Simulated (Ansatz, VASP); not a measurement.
## WS: VASP beside Ansatz

Contents of INCAR:

```
PREC = Accurate
ENCUT = 520
EDIFF = 1E-8
ISMEAR = -1
SIGMA = 0.05
LREAL = F
LASPH = T
NELM = 100
ALGO = Normal
ISIF = 2
LWAVE = F
LCHARG = F
GGA = PE
LEFG = T
NBANDS = 17
```

File KPOINTS:

```
Automatic mesh
0
Gamma
  8 8 8
```

Contents of POSCAR:

```
WS
1.0
    3.4448484800      0.0000000000      0.0000000000
    0.0000000000      3.4448484800      0.0000000000
    0.0000000000      0.0000000000      3.4448484800
W S
1 1
Direct
    0.5000000000      0.5000000000      0.5000000000
    0.0000000000      0.0000000000      0.0000000000
```

input.yaml

```yaml
crystal:
  lattice:
    - [3.44484848, 0.0, 0.0]
    - [0.0, 3.44484848, 0.0]
    - [0.0, 0.0, 3.44484848]
  atoms:
    - { symbol: W, position: [0.5, 0.5, 0.5] }
    - { symbol: S, position: [0.0, 0.0, 0.0] }
kpoints:
  mp_grid: { grid: [8, 8, 8] }
scf:
  occupations: { method: fermi_dirac, width: 0.05 }
hamiltonian:
  xc: pbe
  pseudopotentials: { kind: all_electron, datasets: crystal }
output:
  forces: true
  stress: true
  eigenvalues: true
  efg: {}
  elf: true
  volumetric_format: npy
```

The cell was built by a generator and needn't be a form met in nature.

Alike in both runs: task electric field gradients; functional PBE; k mesh 8 × 8 × 8; occupations fermi-dirac, width 0.05 eV; no spin polarisation.

```csv
,VASP,Ansatz
version,VASP 6.6.1,Ansatz 0.2.0
potentials or method,"VASP PAW PBE potentials, release 64 (W_sv, S)",all-electron PAW datasets made for the crystal
plane-wave cutoff (eV),520,see its input
```

|  | VASP | Ansatz | Ansatz less VASP |
| --- | --- | --- | --- |
| gap on the k mesh at the Fermi level (eV) | none | none | - |
| Vzz of the field gradient on the site that differs most (V/Å²) | 0.0 | 0.0 | 0.00 |

A gap of «none» marks a metal or a gap that the smearing closes. Ansatz ran all-electron here, so the differences hold the error of VASP's frozen core and of both bases.

 Spin-orbit coupling is left out, which matters for the levels of W.
